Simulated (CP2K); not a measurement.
Runs of CP2K 2026.2 on InAs. The structure is cubic, space group F-43m (No. 216). The conventional cell has a = 6.036 Å, b = 6.036 Å, c = 6.036 Å, α = 90.00°, β = 90.00°, γ = 90.00°. In (site symmetry -43m) is surrounded by 4 As at 2.61 Å. Around As (site symmetry -43m) lie 4 In at 2.61 Å. 

```csv
level,cutoff of the non-local correlation (Ry),gap on the mesh (eV),pressure (GPa)
r2SCAN,-,none,2.3
LDA,-,none,(a)
vdW-DF2,300,none,(b)
PBEsol,-,none,2.8
vdW-DF-cx,300,none,3.4
```

Alike in all rows: task single point; potentials or basis POTENTIAL_UZH In GTH-PBE-q13, As GTH-PBE-q5; TZVP-MOLOPT-PBE-GTH basis; no spin polarisation; cell as given; k mesh 8 × 8 × 8; smearing fermi-dirac 0.05 eV.

Q: Fill in the values left out.

A: (a) 2.0; (b) 9.0.

Caveats: the potentials were made for another functional, which shifts forces and pressure; the basis of atomic orbitals isn't converged, which shifts pressures, moduli and gaps.

A k mesh can miss the band edges, and the runs leave out spin-orbit coupling on As, In.

A gap of «none» marks a metal or a gap under the smearing width.

Runs at the PBE level aren't shown here.
